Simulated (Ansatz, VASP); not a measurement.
Ni3Ge: VASP beside Ansatz

INCAR

```
ALGO = Normal ; EDIFF = 1E-6
ENCUT = 520 ; GGA = PS
ISIF = 2 ; ISMEAR = 0
LASPH = T ; LCHARG = T
LELF = T ; LREAL = F
LVHAR = T ; LWAVE = F
NBANDS = 30 ; NELM = 60
PREC = Accurate ; SIGMA = 0.1
```

KPOINTS

```
k-points
0
Gamma
  6 6 6
```

Contents of POSCAR:

```
Ni3Ge
1.0
    3.5303341067      0.0000000000      0.0000000000
    0.0000000000      3.5303341067      0.0000000000
    0.0000000000      0.0000000000      3.5303341067
Ni Ge
3 1
Direct
    0.5000000000      0.0000000000      0.5000000000
    0.0000000000      0.5000000000      0.5000000000
    0.5000000000      0.5000000000      0.0000000000
    0.0000000000      0.0000000000      0.0000000000
```

Input for Ansatz:

```yaml
crystal:
  lattice:
    - [3.5303341067, 0.0, 0.0]
    - [0.0, 3.5303341067, 0.0]
    - [0.0, 0.0, 3.5303341067]
  atoms:
    - { symbol: Ni, position: [0.5, 0.0, 0.5] }
    - { symbol: Ni, position: [0.0, 0.5, 0.5] }
    - { symbol: Ni, position: [0.5, 0.5, 0.0] }
    - { symbol: Ge, position: [0.0, 0.0, 0.0] }
basis:
  ecutwfc: 420
kpoints:
  mp_grid: { grid: [6, 6, 6] }
hamiltonian:
  xc: pbesol
scf:
  occupations: { method: gaussian, width: 0.1 }
output:
  forces: true
  stress: true
  eigenvalues: true
```

Alike in both runs: task single point; functional PBEsol; k mesh 6 × 6 × 6; occupations gaussian, width 0.1 eV; no spin polarisation.

|  | VASP | Ansatz |
| --- | --- | --- |
| version | VASP 6.6.1 | Ansatz 0.2.0 |
| potentials or method | VASP PAW PBE potentials, release 64 (Ni, Ge_d) | scalar-relativistic, plane waves, PAW |
| plane-wave cutoff (eV) | 520 | 420 |
| valence electrons in the cell | 44 | 68 |

```csv
,VASP,Ansatz,Ansatz less VASP
gap on the k mesh at the Fermi level (eV),none,none,-
pressure (GPa),-0.6,-0.9,-0.38
```

A gap of «none» marks a metal or a gap that the smearing closes. The two sets of potentials don't hold the same shells in valence.

Caveats: the PAW data sets were made with another functional, which shifts forces and pressure a little (VASP). Spin polarisation is off, so any magnetic state and its effect on volume and gap are missing.
